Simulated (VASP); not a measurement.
**Cu: relaxation of cell and atoms with PBE**

Cu:

```xyz
1
Lattice="0.0000 1.8217 1.8217 1.8217 0.0000 1.8217 1.8217 1.8217 0.0000" Properties=species:S:1:pos:R:3 pbc="T T T"
Cu    0.0000    0.0000    0.0000
```

```
Program                : VASP 6.6.1
Task                   : relaxation of cell and atoms
Functional             : PBE
Potentials or basis    : VASP PAW PBE potentials, release 64 (Cu)
Cutoff                 : 520 eV
k mesh                 : 6 × 6 × 6
Occupations            : gaussian, width 0.1 eV
Spin                   : no spin polarisation
Further INCAR settings : ALGO = Fast; EDIFF = 1e-07; IBRION = 2; EDIFFG = -0.002; NSW = 80; ISIF = 3
```

The relaxed volume is 12.10 Å³/atom and the relaxed cell is a = 2.577 Å, b = 2.577 Å, c = 2.577 Å, α = 60.00°, β = 60.00°, γ = 60.00°. The space group after relaxing (to 0.05 Å) is Fm-3m (No. 225), the energy gained by relaxing is 0.0 meV/atom and the ionic steps are 9. The pressure after relaxing is 0.0 GPa. The band gap on the k mesh is none (metal or under the smearing width).

Final structure:
```cif
data_structure
_symmetry_space_group_name_H-M 'P 1'
_symmetry_Int_Tables_number 1
_cell_length_a 2.5767
_cell_length_b 2.5767
_cell_length_c 2.5767
_cell_angle_alpha 60.000
_cell_angle_beta 60.000
_cell_angle_gamma 60.000
_cell_volume 12.10
loop_
_atom_site_label
_atom_site_type_symbol
_atom_site_fract_x
_atom_site_fract_y
_atom_site_fract_z
_atom_site_occupancy
Cu1 Cu 0.00000 0.00000 0.00000 1
```

Levels at points of the mesh, in eV from the Fermi level:
| k point | band 4 | band 5 | band 6 | band 7 | band 8 | band 9 |
| --- | --- | --- | --- | --- | --- | --- |
| (0.00, 0.00, 0.00) | -2.89 | -2.09 | -2.09 | 22.47 | 24.93 | 24.93 |
| (0.50, 0.00, 0.00) | -1.55 | -1.55 | -0.86 | 3.71 | 20.98 | 21.77 |
| (0.50, 0.50, 0.00) | -1.41 | -1.41 | 1.59 | 7.02 | 12.97 | 12.97 |

It took 8 s on 1 thread of Intel(R) Xeon(R) 6975P-C (Granite Rapids) (shared host), peak memory 0.12 GiB.

Caveat: the k mesh is coarse (spacing up to 0.50 Å⁻¹), so the values aren't converged.
